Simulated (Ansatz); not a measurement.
The system is BaTiO3.

```
CELL_PARAMETERS angstrom
4.00600 0.00000 0.00000
0.00000 4.00600 0.00000
0.00000 0.00000 4.00600
ATOMIC_POSITIONS crystal
Ba 0.50000 0.50000 0.50000
Ti 0.00000 0.00000 0.00000
O 0.00000 0.00000 0.50000
O 0.00000 0.50000 0.00000
O 0.50000 0.00000 0.00000
```

A run of Ansatz 0.2.0 on this cell left the log below. Logs are shortened: lines on timing, memory, paths and dates and some standing lists are left out, and cuts for length are marked.

```text
Warning: RAYON_NUM_THREADS=2 ignored (pool sized by the plan → 2); use --threads N
scf.n_extra_bands = 12 over 20 filled bands (N_el = 40.0): the run solves 32 bands
Engine: ansatz 0.2.0, aarch64-unknown-linux-gnu
Pseudopotentials: kind: paw
Pseudopotential: Ba, paw, valence charge 10, recommended cutoff 420 eV (normal), Ba.paw.azcp
Pseudopotential: Ti, paw, valence charge 12, recommended cutoff 420 eV (normal), Ti.paw.azcp
Pseudopotential: O, paw, valence charge 6, recommended cutoff 420 eV (normal), O.paw.azcp
Functional definition: PBE
  parameter kappa = 0.804
  parameter beta = 0.06672455060314922
  exchange = pbe_x(kappa = kappa, mu = beta*pi^2/3)
  correlation = pbe_c(beta = beta)
Crystal: 5 atoms, lattice volume = 64.288 Å³
Basis set: ecut = 420 eV, 1237 PW (Γ), exchange–correlation on 54×54×54 points (8 copies of the dense FFT grid, shifted against one another)
Bands: 32, of which v1, the nominal top of the filled ones, is band 20 counted from 1 (19 counted from 0)
Symmetry: 48 space group operations
Space group: Pm-3m (ITA 221), of the structure as read, at distance tolerance 4.0e-5 Å
k-points: 20 of 343
Non-local potential: Ba, projectors of the file, l = 0: 3, l = 1: 2, l = 2: 2, l = 3: 2
Non-local potential: Ti, projectors of the file, l = 0: 3, l = 1: 2, l = 2: 3, l = 3: 1
Non-local potential: O, projectors of the file, l = 0: 2, l = 1: 2, l = 2: 1
PAW form: soft (Blöchl's): semilocal exchange-correlation on the pseudo side does not see the compensation charge
PAW one-centre angular grid: Ba, 194 points (default); XC on 64 Gauss nodes
PAW one-centre angular grid: Ti, 590 points (default); XC on 64 Gauss nodes
PAW one-centre angular grid: O, 110 points (default); XC on 64 Gauss nodes
Initial density: superposition of atomic densities (neutral atoms: chi_scale 0, normalization atom), corrected by the library's trained network
Initial wavefunctions: pseudopotential atomic-orbital guess
Functional: x = pbe(κ = 0.804, μ = 0.2195149727645171), c = pbe(β = 0.06672455060314922)
SCF iter   1: F=—  HF=-10159.561741 eV  |F-HF|=—  |Δ(HF+E_count)|=         —  Δρ=1.68e-3  dr2=1.05e-3  ethr=1.77e-3  ⟨swp⟩=6.6  Hψ=3375  notcnv=0  defer=17
preconditioner: auto → Resta (q_TF=auto, 2.521 Å⁻¹)  ε∞=4.2  [insulator: Δε(μ)=1.852 eV  Ē_g=14.625 eV  σ=0.050 eV  W_gap=1.00  n_scr=18 (ndim 8)  ℏωp=26.2 eV  f_vac=0.000  D(μ)=0.00/eV (n_scr^D=0)  ε∞_Penn≈4.2]
SCF iter   2: F=—  HF=-10159.562201 eV  |F-HF|=—  |Δ(HF+E_count)|=   4.60e-4  Δρ=8.35e-4  dr2=2.70e-4  ethr=2.62e-6  ⟨swp⟩=2.0  Hψ=1151  notcnv=0  defer=54
SCF iter   3: F=—  HF=-10159.562307 eV  |F-HF|=—  |Δ(HF+E_count)|=   1.06e-4  Δρ=2.83e-4  dr2=3.88e-5  ethr=6.75e-7  ⟨swp⟩=2.5  Hψ=837  notcnv=0  defer=54
SCF iter   4: F=—  HF=-10159.563098 eV  |F-HF|=—  |Δ(HF+E_count)|=   7.91e-4  Δρ=7.44e-5  dr2=3.04e-6  ethr=9.70e-8  ⟨swp⟩=2.7  Hψ=948  notcnv=0  defer=54
SCF iter   5: F=—  HF=-10159.563098 eV  |F-HF|=—  |Δ(HF+E_count)|=   4.73e-7  Δρ=1.25e-5  dr2=1.75e-7  ethr=7.59e-9  ⟨swp⟩=2.0  Hψ=812  notcnv=0  defer=54
SCF iter   6: F=-10159.563098 eV  HF=-10159.563098 eV  |F-HF|=1.06e-9  |Δ(HF+E_count)|=   8.09e-9  Δρ=2.97e-6  dr2=5.99e-9  ethr=2.50e-10  ⟨swp⟩=14.8  Hψ=4850  notcnv=0
SCF 1 converged in 6 iterations: F = -10159.563098 eV  dr2 = 5.99e-9
  greatest PAW one-centre occupation: 0.999 electrons in one spin orbital (limit 2), on the Ti atom at site 1 (counted from 0), in its partial waves of l = 0
NSCF: frozen V_eff on 86 k-points
SCF converged after 6 iterations
Free energy (F): -10159.563098 eV
Harris-Foulkes:  -10159.563098 eV  (|F-HF|=1.06e-9)
Internal energy: -10159.563098 eV  (E = F + TS)
E sigma→0 (E₀):  -10159.563098 eV
Fermi energy:    11.176849 eV
--- Per-component energies (eV) ---
  E_band       = -141.681240
  E_kinetic    = 969.615585
  E_local      = -2096.811461  (includes V_loc(G=0)·N_el)
  E_nonlocal   = 203.392822
  E_hartree    = 818.459388
  E_xc         = -491.444993
  E_vxc        = -546.111396  (∫ρ·V_xc dr)
  E_paw        = -6744.375568  (= ΣΔE_a)
  E_vpaw       = -308.691023  (= ΣTr[D̂ρ^β])
  E_aug_tail   = 0.007333  (compensation charges beyond the density's cutoff)
  E_ewald      = -2818.406203
  E_smearing   = -0.000000  (= −TS)
  E_closure    = 0.000000  (closes the sum)
  Σ components = -10159.563098   (vs F -10159.563098, Δ=0.00e0)
--- Forces (eV/Å), atoms counted from 1 ---
  atom   1  Ba     0.00000000     0.00000000     0.00000000
  atom   2  Ti    -0.00000000     0.00000000     0.00000000
  atom   3  O      0.00000000     0.00000000     0.00000000
  atom   4  O      0.00000000     0.00000000     0.00000000
  atom   5  O      0.00000000    -0.00000000     0.00000000
  max |Σ_I F_I| component: 2.93e-29 eV/Å
--- Stress (GPa, compression-positive) ---
        1.652771      -0.000000       0.000000
        0.000000       1.652771       0.000000
        0.000000       0.000000       1.652771
  P = ⅓ Tr σ = 1.6528 GPa (16.528 kbar)
--- Band table (eV; the first three rows and the last of 20) ---
  k-point 0: bands = ["-46.2900", "-22.5093", "-22.5093", "-22.5093", "-14.3716", "-6.5695", "-5.9001", "-5.9001", "0.4353", "0.4353", "0.4353", "8.0050", "8.0050", "8.0050", "9.1617", "9.1617", "9.1617", "10.1578", "10.1578", "10.1578", "12.0716", "12.0716", "12.0716", "14.2181", "14.2181", "15.4396", "15.4396", "17.7100", "18.9184", "18.9184", "18.9184", "21.4173"]
  k-point 1: bands = ["-46.2899", "-22.5189", "-22.5089", "-22.5089", "-14.3495", "-6.5811", "-5.8940", "-5.8825", "0.4662", "0.4662", "0.5138", "7.6753", "7.9500", "7.9500", "8.9497", "8.9497", "8.9996", "9.6702", "10.0148", "10.0148", "12.0948", "12.4648", "12.4648", "14.2191", "14.7536", "15.7965", "15.8156", "18.1947", "18.8563", "19.1292", "19.1292", "21.4123"]
  k-point 2: bands = ["-46.2895", "-22.5404", "-22.5080", "-22.5080", "-14.2988", "-6.6703", "-5.8804", "-5.7663", "0.5378", "0.5378", "0.6875", "6.9530", "7.7724", "7.7724", "8.6275", "8.6275", "8.6760", "8.8988", "9.7743", "9.7743", "12.1480", "13.1944", "13.1944", "14.2211", "15.6237", "16.6189", "16.7701", "18.7160", "19.4495", "19.5945", "19.5945", "21.3095"]
  k-point 19: bands = ["-46.2877", "-22.5521", "-22.5520", "-22.5520", "-14.1179", "-5.7630", "-5.6833", "-5.6833", "-0.2095", "-0.2095", "-0.1019", "5.9537", "6.5479", "6.5479", "7.7374", "7.9164", "7.9164", "10.1298", "10.1298", "10.2055", "14.3657", "14.3658", "14.3658", "17.2881", "17.2881", "17.3818", "17.8593", "17.8593", "20.2114", "20.2114", "21.0066", "21.3035"]
```

**Question.** Write the input and the command behind it.

**Answer.** Band structure with PBE, no spin polarisation. The files as run (others can give the same):

input.yaml
```yaml
crystal:
  lattice:
    - [4.006, 0.0, 0.0]
    - [0.0, 4.006, 0.0]
    - [0.0, 0.0, 4.006]
  atoms:
    - { symbol: Ba, position: [0.5, 0.5, 0.5] }
    - { symbol: Ti, position: [0.0, 0.0, 0.0] }
    - { symbol: O, position: [0.0, 0.0, 0.5] }
    - { symbol: O, position: [0.0, 0.5, 0.0] }
    - { symbol: O, position: [0.5, 0.0, 0.0] }
hamiltonian:
  xc: pbe
  pseudopotentials: { kind: paw }
kpoints:
  mp_grid: { grid: [7, 7, 7] }
  band_path:
    path:
      - [[0.0, 0.0, 0.0], [0.0, 0.5, 0.0], [0.5, 0.5, 0.0], [0.0, 0.0, 0.0], [0.5, 0.5, 0.5], [0.0, 0.5, 0.0]]
      - [[0.5, 0.5, 0.0], [0.5, 0.5, 0.5]]
    npoints: 14
scf:
  occupations: { method: fermi_dirac, width: 0.05 }
  n_extra_bands: 12
output:
  forces: true
  stress: true
  eigenvalues: true
  fatbands: false
  write_density: true
  write_potential: true
  elf: true
  volumetric_format: npy
```

Potentials or basis: Ansatz PAW.
Launch:
```console
$ ansatz run input.yaml --threads 2 --pin off --max-ram 5632MiB --backend cpu --events-out ev --progress --plain --runs-dir out
```

Caveat: the k mesh misses the band edges, so the gap on the mesh is wider than the one along the path; the pressure holds a Pulay correction of +0.5 GPa for the finite cutoff; spin-orbit coupling is left out, which moves the levels of the heavy elements.
